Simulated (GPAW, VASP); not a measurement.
This is a calculation of Ge (Germanium) for VASP 6.6.1. 

Contents of INCAR:

```
PREC = Accurate
ENCUT = 520
EDIFF = 1E-6
ISMEAR = 0
SIGMA = 0.019000000000000003
LREAL = False
LASPH = True
NELM = 80
ALGO = Normal
ISIF = 2
LWAVE = False
LCHARG = True
GGA = PE
LELF = True
LVHAR = True
NBANDS = 21
```

Contents of KPOINTS:

```
Automatic mesh
0
Gamma
  8 8 8
```

Contents of POSCAR:

```
Ge
1.0
    0.0000000000      2.8289100000      2.8289100000
    2.8289100000      0.0000000000      2.8289100000
    2.8289100000      2.8289100000      0.0000000000
Ge
2
Direct
    0.7500000000      0.7500000000      0.7500000000
    0.5000000000      0.5000000000      0.5000000000
```

Potentials or basis: VASP PAW PBE potentials, release 64 (Ge_d).

Command:

```bash
$ cat potpaw_PBE.64/Ge_d/POTCAR > POTCAR
$ mpirun -np 1 vasp_std > vasp.out
```

**Question.** Set up the same calculation for GPAW 26.7.0 (ASE script). Potentials or basis there: GPAW PAW data sets (gpaw-data 1.2.1), cutoff 600 eV.

**Answer.** As run (cutoffs and basis follow the program's own potentials, and thresholds, step limits or extra output files can differ):

Contents of run.py:

```python
from ase.dft.bandgap import bandgap
from ase.io import read, write
from ase.units import GPa
from gpaw import GPAW, PW

atoms = read('POSCAR')

calc = GPAW(mode=PW(600),
            xc='PBE',
            kpts={'size': (8, 8, 8), 'gamma': True},
            occupations={'name': 'methfessel-paxton', 'order': 0, 'width': 0.019000000000000003},
            nbands=11,
            convergence={'density': 1e-05, 'energy': 1e-05},
            maxiter=150,
            txt='gpaw.txt')
atoms.calc = calc
energy = atoms.get_potential_energy()
forces = atoms.get_forces()
stress = atoms.get_stress()
calc.write('gs.gpw')
write('result.traj', atoms)
print(f'Energy: {energy:.6f} eV')
print('Forces (eV/A):')
print(forces.round(4))
print('Stress (GPa):', (stress / GPa).round(3))
print('Fermi level:', round(calc.get_fermi_level(), 4), 'eV')
print(f'Gap: {bandgap(calc)[0]:.4f} eV, direct: {bandgap(calc, direct=True)[0]:.4f} eV')
```

File POSCAR:

```
Ge
1.0
    0.0000000000      2.8289100000      2.8289100000
    2.8289100000      0.0000000000      2.8289100000
    2.8289100000      2.8289100000      0.0000000000
Ge
2
Direct
    0.7500000000      0.7500000000      0.7500000000
    0.5000000000      0.5000000000      0.5000000000
```

Potentials or basis: GPAW PAW data sets (gpaw-data 1.2.1), pw.

The run is started by

```sh
$ OMP_NUM_THREADS=1 python run.py
```

Both were run:

|  | VASP | GPAW |
| --- | --- | --- |
| Pressure | 3.5 GPa | 3.8 GPa |

The potentials hold 28 and 8 valence electrons a cell.

Pressure is positive in compression.
